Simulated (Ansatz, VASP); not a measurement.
One calculation of GaN, two programs

```
CELL_PARAMETERS angstrom
3.12030 0.00000 0.00000
0.00000 5.04076 0.00000
0.00000 0.00000 5.55566
ATOMIC_POSITIONS crystal
Ga 0.00000 0.99920 0.33333
Ga 0.50000 0.99920 0.83333
Ga 0.50000 0.49920 0.16667
Ga 0.00000 0.49920 0.66667
N 0.00000 0.62280 0.33333
N 0.50000 0.62280 0.83333
N 0.50000 0.12280 0.16667
N 0.00000 0.12280 0.66667
```

The cell was built by a generator and isn't the measured one.

Alike in both runs: task single point; functional LDA; k mesh 6 × 4 × 4; occupations gaussian, width 0.1 eV; no spin polarisation.

```csv
,VASP,Ansatz
version,VASP 6.6.1,Ansatz 0.2.0
potentials or method,"VASP PAW LDA potentials, release 64 (Ga_d, N)","scalar-relativistic, plane waves, PAW"
plane-wave cutoff (eV),520,420
valence electrons in the cell,72,72
```

|  | VASP | Ansatz | Ansatz less VASP |
| --- | --- | --- | --- |
| gap on the k mesh at the Fermi level (eV) | 2.20 | 2.19 | -0.016 |
| least direct gap on the mesh (eV) | 2.20 | 2.19 | -0.016 |
| pressure (GPa) | 3.8 | 2.7 | -1.17 |
| largest component of the traceless stress (GPa) | 7.88 | 7.78 | -0.104 |
| rms of the force components (eV/Å) | 0.222 | 0.214 | -0.0077 |

Atom by atom the forces differ by 0.008 eV/Å (rms over components).
